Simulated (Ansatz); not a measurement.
Calculated with Ansatz (gas phase, PBE0-D4/def2-TZVP geometries, no zero-point term in ΔE). CBS: MP2 limit from def2 TZ/QZ plus the TZ coupled-cluster correction, frozen cores. This one scheme is used for every species. DFT in def2-TZVPP. HSE06 is defined as in plane-wave codes. For Se, Zn outer-core shells are correlated without core-valence functions, which leaves a few kJ/mol of doubt a bond. Scalar relativity is left out up to krypton. Each species was taken in one conformer, which may not be the lowest.

Consider the formal exchange of groups at the Se–C bond: `[CH3][Zn][Se]C` + trifluoromethane → `[CH3][Zn][Se]C(F)(F)F` + CH₄.

`[CH3][Zn][Se]C`:

```xyz
10

C    -0.928   -2.220   -0.715
Zn    0.258   -0.925    0.110
Se    1.670    0.597    1.094
C     0.736    2.255    0.595
H    -1.817   -1.725   -1.110
H    -0.426   -2.733   -1.538
H    -1.247   -2.967    0.015
H    -0.266    2.279    1.016
H     0.698    2.370   -0.486
H     1.322    3.068    1.020
```

`FC(F)F`:

Z-matrix (Å, degrees):
```
C
F 1 1.331
F 1 1.331 2 108.5
F 1 1.331 2 108.5 3 -117.7
H 1 1.093 2 110.4 3 121.1
```

`[CH3][Zn][Se]C(F)(F)F`:

Cartesian coordinates in Å:
```
C 0.988 -1.522 -1.636
Zn 0.845 -0.002 -0.449
Se 0.741 1.842 0.958
C -1.062 1.380 1.566
F -1.990 2.177 1.039
F -1.163 1.474 2.889
F -1.402 0.115 1.231
H 0.619 -1.266 -2.630
H 2.027 -1.845 -1.721
H 0.396 -2.354 -1.247
```

CH₄:

```xyz
5

C     0.000    0.000    0.000
H     0.152    0.283   -1.041
H     0.563   -0.908    0.215
H    -1.060   -0.180    0.176
H     0.345    0.804    0.649
```

| level | ΔE (kJ/mol) |
| --- | --- |
| HSE06-D4 | -7.4 |
| LC-ωPBE | -8.0 |
| HF/def2-SVP | 5.4 |
| MP2/CBS(def2) | -3.7 |

What does CCSD(T)/CBS give? (Estimate.)

The calculation gave: -6.0 kJ/mol. The listed levels differ from it by -1.4, -2.0, 11.4, 2.3 kJ/mol.

Largest T1 diagnostic among the species: 0.013.

The D4 term adds −4.4 kJ/mol with B3LYP and −2.4 kJ/mol with PBE0; it sums over pairs of atoms, weighted by their polarisabilities, and B3LYP, whose exchange is more repulsive, gets the larger term. From PBE to PBE0 (25 % exact exchange), in def2-TZVPP and without D4, ΔE moves by +5.2 kJ/mol. In def2-TZVPP, CCSD(T) changes the Hartree–Fock value by −12.0 kJ/mol (the triples alone add −2.8 kJ/mol) and MP2 by −9.7 kJ/mol.

B3LYP here is the variant with VWN-RPA as its local correlation; programs differ in this.

CCSD(T)/CBS has its own doubt, a few kJ/mol and more with outer-core shells, so smaller differences from it don't rank the levels.
